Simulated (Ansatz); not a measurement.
**All-electron card of Sn**

```
Sn
1.0
    -1.59075    1.59075    2.91565
     1.59075   -1.59075    2.91565
     1.59075    1.59075   -2.91565
Sn
1
Cartesian
  0.0000 0.0000 0.0000
```

The cell is COD entry 1540069, as deposited and not checked against the literature; nothing was relaxed.

No spin–orbit coupling, which matters for the heavy atoms here.

Theory: Ansatz 0.2.0, DFT, PBE, all-electron LAPW, scalar-relativistic.

Numerical set-up: a Γ-centred 18×18×18 k mesh, Fermi–Dirac smearing of 0.03 eV, basis error target 1 meV/atom, no spin polarisation.

```
Band gap        : none: bands cross the Fermi level, a metal
Volume per atom : 199.2 bohr³
```

(1) Stress xx, yy, zz (compression positive): what does the calculation give?

(2) Give the computed value. Pressure at this cell.

(3) Density of states at the Fermi level (0.2 eV bin): what does the calculation give?

Results:

(1) -0.73, -0.73, -3.46 GPa.

(2) -16.4 kbar.

(3) 0.60 states/eV per cell.
